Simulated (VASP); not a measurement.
**VASP inputs for Te2Mo (strained 2H (MoS2) bulk)**

INCAR

```
LREAL = .FALSE.
NSW = 0
GGA = PE
ISIF = 2
NBANDS = 35
ISMEAR = -1
SIGMA = 0.02
NELM = 120
IBRION = -1
LCHARG = .FALSE.
PREC = Accurate
LWAVE = .FALSE.
ENCUT = 520
LASPH = .TRUE.
EDIFF = 1E-7
```

KPOINTS

```
KPOINTS created by Atomic Simulation Environment
0
Gamma
12 12 2
0 0 0
```

KPOINTS_OPT

```
special points
8
Reciprocal
0.0000000000 0.0000000000 0.0000000000 1
0.5000000000 0.0000000000 0.0000000000 1
0.3333333333 0.3333333333 0.0000000000 1
0.0000000000 0.0000000000 0.5000000000 1
0.5000000000 0.0000000000 0.5000000000 1
0.3333333333 0.3333333333 0.5000000000 1
0.0000000000 0.5000000000 0.0000000000 1
0.1979170000 0.1953130000 0.0000000000 1
```

POSCAR

```
Mo Te
 1.0000000000000000
     3.4004458996298901    0.0000000000000000    0.0000000000000000
    -1.7002229498149450    2.9448725332741144    0.0000000000000000
     0.0000000000000000    0.0000000000000000   13.6096050876000003
 Mo  Te
   2   4
Cartesian
  0.0000000000000001  1.9632483555160765  3.4024012719000001
  1.7002229498149455  0.9816241777580382 10.2072038156999998
  1.7002229498149455  0.9816241777580382  5.2335504235195023
  1.7002229498149455  0.9816241777580382  1.5712521202804988
  0.0000000000000001  1.9632483555160765 12.0383529673195024
  0.0000000000000001  1.9632483555160765  8.3760546640804989
```

VASP ran with the recommended PBE PAW datasets (52 valence electrons in the cell).

Task: Estimate the main results of this run.

Result: gap between bands v and c 0.51 eV; least direct gap 0.83 eV; pressure 9.5 GPa; largest force 0.30 eV/Å.

Band v is the last that the valence electrons fill when counted band by band, and c is the next. Levels in eV from the top of v:

| point | v−1 | v | c | c+1 |
| --- | --- | --- | --- | --- |
| Γ | -0.29 | -0.10 | 3.22 | 3.22 |
| M | -0.47 | 0.00 | 1.48 | 1.52 |
| K | -0.43 | -0.05 | 0.78 | 1.22 |
| A | -0.15 | -0.15 | 3.26 | 3.26 |
| L | -0.24 | -0.24 | 1.54 | 1.54 |
| H | -0.30 | -0.30 | 1.25 | 1.25 |
